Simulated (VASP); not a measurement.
Input of a VASP 6.6.1 run:

File run.py:

```python
from ase.calculators.vasp import Vasp
from ase.dft.bandgap import bandgap
from ase.spacegroup import crystal

atoms = crystal(
    ['P', 'B'],
    basis=[[0.25, 0.25, 0.25], [0.0, 0.0, 0.0]],
    spacegroup=216,
    setting=1,
    cellpar=[4.538, 4.538, 4.538, 90.0, 90.0, 90.0],
    primitive_cell=True,
)
calc = Vasp(
    directory='calc',
    xc='r2scan+rvv10',
    pp='PBE',
    setups='materialsproject',
    prec='Accurate',
    encut=520,
    ediff=1e-06,
    ismear=0,
    sigma=0.05,
    lreal=False,
    lasph=True,
    nelm=100,
    algo='Fast',
    isif=2,
    lwave=False,
    lcharg=False,
    lmixtau=True,
    kpts=[10, 10, 10],
    gamma=True,
)
atoms.calc = calc

print('energy (eV):', atoms.get_potential_energy())
print('free energy (eV):', atoms.get_potential_energy(force_consistent=True))
print('forces (eV/A):')
print(atoms.get_forces())
print('stress (eV/A^3, Voigt):', atoms.get_stress())
print('Fermi level (eV):', calc.get_fermi_level())
gap, top, bottom = bandgap(calc)
print('band gap (eV):', gap, 'from (spin, k, band)', top, 'to', bottom)
```

Potentials or basis: VASP PAW PBE potentials, release 64 (P, B).

Launch:

```console
$ python run.py
```

Q: Predict the pressure.

A: -1.3 GPa.

Q: Estimate the band gap on the k mesh.

A: 1.42 eV, indirect (least direct gap 3.63 eV).

Caveat: the PAW data sets were made with another functional, which shifts forces and pressure a little. r2SCAN opens gaps a little over a GGA but as a rule still falls short of measured ones.
